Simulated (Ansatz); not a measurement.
This is a single-point calculation with the plane-wave code Ansatz on wurtzite ZnO; the level of theory is r2SCAN. The geometry is the r2SCAN minimum.

Input (YAML):
```yaml
crystal:
  lattice:
    - [3.2353408559, 0.0, 0.0]
    - [-1.6176704279, 2.8018873711, 0.0]
    - [0.0, 0.0, 5.2109518619]
  atoms:
    - { symbol: Zn, position: [0.3333333333, 0.6666666667, -0.0023477509] }
    - { symbol: Zn, position: [0.6666666667, 0.3333333333, 0.4976522491] }
    - { symbol: O, position: [0.3333333333, 0.6666666667, 0.3773477509] }
    - { symbol: O, position: [0.6666666667, 0.3333333333, 0.8773477509] }
kpoints:
  mp_grid: { grid: [12, 12, 6] }
  band_path:
    path:
      - [0.0, 0.0, 0.0]
      - [0.5, 0.0, 0.0]
      - [0.3333333333, 0.3333333333, 0.0]
      - [0.0, 0.0, 0.5]
      - [0.5, 0.0, 0.5]
      - [0.3333333333, 0.3333333333, 0.5]
    npoints: 1
hamiltonian:
  xc: r2scan
scf:
  occupations: { method: fixed }
  n_extra_bands: 5
output:
  forces: true
  stress: true
  eigenvalues: true
```

Command: `ansatz run input.yaml --threads 2 --pin off --max-ram 2211MiB --backend cpu --events-out ev --progress --plain --runs-dir out`. It took 21 s on 2 threads of Arm Neoverse N1, on a shared host; peak host memory 0.48 GiB.

**Question.** Predict the output.

**Answer.** The log, with set-up remarks and timings taken out:
```
Pseudopotential: Zn, paw, valence charge 12, recommended cutoff 500 eV (meta_gga)
Pseudopotential: O, paw, valence charge 6, recommended cutoff 500 eV (meta_gga)
Functional definition: r2SCAN
Crystal: 4 atoms, lattice volume = 47.238 Å³
Basis set: ecut = 500 eV, 1165 PW (Γ)
Bands: 23, of which v1, the nominal top of the filled ones, is band 18 counted from 1 (17 counted from 0)
Symmetry: 12 space group operations
Space group: P63mc (ITA 186)
k-points: 76 of 864 (time reversal used)
SCF iter   1: HF=-7789.832089 eV  Δρ=2.03e-2  dr2=9.46e-2
preconditioner: auto → Resta (q_TF=auto, 2.608 Å⁻¹)  ε∞=6.0  [insulator: Δε(μ)=1.381 eV  ℏωp=32.4 eV]
SCF iter   2: HF=-7789.856595 eV  Δρ=4.90e-3  dr2=9.20e-3
SCF iter   3: HF=-7789.854010 eV  Δρ=4.75e-3  dr2=5.29e-3
SCF iter   4: HF=-7789.852854 eV  Δρ=5.39e-4  dr2=1.10e-4
SCF iter   5: HF=-7789.852924 eV  Δρ=2.88e-4  dr2=2.22e-5
SCF iter   6: HF=-7789.852949 eV  Δρ=4.52e-5  dr2=1.19e-6
SCF iter   7: HF=-7789.852949 eV  Δρ=1.65e-5  dr2=1.09e-7
SCF iter   8: HF=-7789.852949 eV  Δρ=1.08e-5  dr2=5.33e-8
SCF 1 converged in 8 iterations: F = -7789.852949 eV  dr2 = 5.33e-8
Free energy (F): -7789.852949 eV
Fermi energy:    6.968895 eV
--- Forces (eV/Å), atoms counted from 1 ---
  atom   1  Zn      0.00000      0.00000      0.00111
  atom   2  Zn      0.00000      0.00000      0.00111
  atom   3  O       0.00000      0.00000    -0.00120
  atom   4  O       0.00000      0.00000    -0.00120
--- Stress (GPa, compression-positive) ---
       -0.000866       0.000000       0.000000
        0.000000      -0.000866       0.000000
        0.000000       0.000000       0.000357
  P = ⅓ Tr σ = -0.0005 GPa (-0.005 kbar)
```
Only the leading digits can be foreseen; the rest is this run's record.

The file bands.tsv (bands near the Fermi energy, numbered from 0, rounded):
```tsv
# k_distance	band_13	band_14	band_15	band_16	band_17	band_18	band_19	band_20	band_21
# fermi_ev = 6.968895
# [0, 0, 0] at k_distance = 0.000000
# [0.5, 0, 0] at k_distance = 1.121242
# [0.3333333333, 0.3333333333, 0] at k_distance = 1.768591
# [0, 0, 0.5] at k_distance = 3.196775
# [0.5, 0, 0.5] at k_distance = 4.318017
# [0.3333333333, 0.3333333333, 0.5] at k_distance = 4.965366
# levels_relative_to = fermi_ev
0.000	-0.815	-0.815	-0.096	0.000	0.000	1.238	5.888	8.833	13.768
1.121	-3.594	-2.870	-2.331	-1.309	-0.868	6.439	7.382	8.110	9.338
1.769	-3.574	-3.574	-1.959	-1.959	-1.769	8.145	8.462	8.462	8.695
3.197	-2.249	-0.402	-0.402	-0.402	-0.402	3.939	3.939	10.844	10.844
4.318	-3.806	-1.553	-1.553	-1.410	-1.410	6.274	6.274	9.183	9.183
4.965	-3.751	-2.742	-2.742	-1.289	-1.289	8.529	8.529	8.732	8.732
```
In order the rows are Γ, M, K, A, L, H.

r2SCAN gives a direct gap of 1.24 eV at Γ. Edges are sought over the mesh and the listed points. The mean stress is close to zero (0.00 GPa).

The values are computed, spin-unpolarised, and not measurements.
